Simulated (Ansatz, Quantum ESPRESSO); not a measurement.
## Ru and spin-orbit coupling, program beside program

It takes space group P6_3/mmc (No. 194, hexagonal). The conventional cell has a = 2.706 Å, b = 2.706 Å, c = 4.282 Å, α = 90.00°, β = 90.00°, γ = 120.00°. Ru (site symmetry -6m2) is surrounded by 12 Ru at 2.65 to 2.71 Å.

Kept alike: task band structure; functional PBEsol; k mesh 11 × 11 × 6; occupations fermi-dirac, width 0.05 eV. The mesh is that of the run's cell of 2 atoms.

- A: Ansatz, Ansatz PAW, made for PBE, cutoff 420 eV
- B: Quantum ESPRESSO; PseudoDojo 0.4.1 SR PBEsol standard (False); PseudoDojo 0.4 FR PBEsol standard (True), cutoff 1143 eV

| spin-orbit coupling | A: pressure (GPa) | B: pressure (GPa) |
| --- | --- | --- |
| off | -6.21 | -5.60 |
| on | -6.08 | -5.01 |

Pressure is positive in compression; plane-wave values hold the error of the finite cutoff, which Ansatz corrects. Values on potentials made for another functional: all of A. For a metal such a mesh leaves the last digits unconverged.

Task: How large is the effect of spin-orbit coupling, and do the programs agree on it?

Result: From off to on the pressure moves by +0.13 in A, +0.59 in B (GPa). Row by row the programs differ by 0.61 to 1.07, and the shifts point the same way but differ by 78 % of the larger.
